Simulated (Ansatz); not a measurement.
# Phases of TaN at 440 GPa

Structure types of TaN are relaxed in primitive cells with their symmetry kept at 440 GPa, on PAW files; LAPW relaxes the small cells further and takes the PAW cell for the others (marked *). The enthalpy is E + pV at zero temperature, without zero-point motion. Only the types listed were tried, and differences under about 5 meV/atom are mesh noise. The real phase may be another.

Computed with Ansatz 0.2.0; functional PBE, scalar-relativistic. Settings: Fermi–Dirac smearing of 0.1 eV, no spin polarisation. Methods: LAPW: all electrons, basis error target 0.5 meV/atom; PAW: frozen-core files, cutoff 420 eV.

k meshes: rocksalt 18×18×18, CsCl 16×16×16, WC 18×18×16, NiAs 12×12×7, zincblende 17×17×17.

Spin–orbit coupling is left out, which matters for the heavy atoms.

Which type is lowest in enthalpy, and by how much?

CsCl, 428 meV/atom below WC. The whole table:

| start type | ends as | a, b, c (Å) | V (Å³/atom) | H − H(lowest), LAPW (meV/atom) | same, PAW |
| --- | --- | --- | --- | --- | --- |
| rocksalt | rocksalt, Fm-3m | 3.765, 3.765, 3.765 | 6.67 | 452.2 | 467.6 |
| CsCl | CsCl, Pm-3m | 2.334, 2.334, 2.334 | 6.35 | 0.0 | 0.0 |
| WC | WC, P-6m2 | 2.480, 2.480, 2.524 | 6.72 | 428.1 | 446.9 |
| NiAs* | distorted NiAs, P6_3/mmc | 2.433, 2.433, 5.222 | 6.69 | 494.5 | 512.7 |
| zincblende | zincblende, F-43m | 3.930, 3.930, 3.930 | 7.59 | 4427.7 | 4496.2 |

Split the lead of CsCl over WC into energy and pV.

For WC less CsCl: ΔE = -590.6 meV/atom, and p·ΔV = 440 GPa × +0.3709 Å³ × 6.242 meV/(GPa·Å³) = +1018.6 meV/atom, together 428.0 meV/atom. CsCl wins by its smaller volume, against the internal energy.
